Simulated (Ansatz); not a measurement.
Crystal: Re.

```xyz
2
Lattice="2.7608 0.0000 0.0000 -1.3804 2.3909 0.0000 0.0000 0.0000 4.4582" Properties=species:S:1:pos:R:3 pbc="T T T"
Re    1.3804    0.7970    3.3436
Re    0.0000    1.5939    1.1145
```

| Quantity | Value |
| --- | --- |
| Program | Ansatz 0.2.0 |
| Task | relaxation of cell and atoms |
| Functional | PBEsol |
| Potentials or basis | Ansatz PAW |
| Cutoff | 420 eV (not typed: the program's choice for these potentials) |
| k mesh | 11 × 11 × 6 |
| Occupations | fermi-dirac, width 0.05 eV |
| Spin | no spin polarisation |

At the start: volume 14.71 Å³/atom.

Task: Where does the relaxation end?

Result: It ends after 4 steps and the volume is 14.55 Å³/atom (-1.1 %); space group P6_3/mmc (No. 194, to 0.05 Å).

Step by step:
| step | energy change (eV) | largest force (eV/Å) | volume (Å³) |
| --- | --- | --- | --- |
| 1 | 0.0000 | 0.0000 | 29.43 |
| 2 | -0.0046 | 0.0000 | 29.12 |
| 3 | -0.0046 | 0.0000 | 29.10 |
| 4 | -0.0043 | 0.0000 | 29.10 |

Final structure:
```cif
data_structure
_symmetry_space_group_name_H-M 'P 1'
_symmetry_Int_Tables_number 1
_cell_length_a 2.7503
_cell_length_b 2.7503
_cell_length_c 4.4431
_cell_angle_alpha 90.000
_cell_angle_beta 90.000
_cell_angle_gamma 120.000
_cell_volume 29.10
loop_
_atom_site_label
_atom_site_type_symbol
_atom_site_fract_x
_atom_site_fract_y
_atom_site_fract_z
_atom_site_occupancy
Re1 Re 0.66667 0.33333 0.75000 1
Re2 Re 0.33333 0.66667 0.25000 1
```

Caveat: the plane-wave basis is chosen anew once the cell has moved, so the energies of steps on either side of that aren't comparable; the PAW data sets come from PBE, with cores solved anew for the run's functional, which leaves a small shift of forces and pressure.
